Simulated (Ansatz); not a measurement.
## LaAlO3 (R-3c, No. 167)

The numbers are results of PBE (plane waves, PAW; Ansatz, a quantum-chemistry and plane-wave program), not measurements.

Settings: plane-wave cutoff 520 eV, 8×8×8 k mesh, Fermi–Dirac smearing 0.01 eV, scalar-relativistic PAW data made under PBE.

Cell (relaxed at this level):

AlLaO₃ is taken in the trigonal space group R-3c, hexagonal axes (No. 167), Pearson symbol hR10. Cell: a = 5.412 Å, b = 5.412 Å, c = 13.193 Å, α = 90.00°, β = 90.00°, γ = 120.00°. La on 6a is surrounded by 3 O at 2.497 Å and 6 O at 2.705 Å and 3 O at 2.915 Å. Al on 6b has 6 O at 1.922 Å (octahedral). O on 18e is surrounded by 2 Al at 1.922 Å and 1 La at 2.497 Å and 2 La at 2.705 Å and 1 La at 2.915 Å (octahedral). (Neighbours: up to the widest gap in distance over summed covalent radii, below 1.35, at either atom; cation-cation and far metal-metal contacts left out.)
(The calculation used a cell of 10 atoms; values per cell refer to that cell.)

```
Property              Result
------------------  --------
lattice constant a   5.412 Å
c axis length       13.193 Å
```

Spin–orbit coupling is not included.

Static lattice: no zero-point or thermal effects.
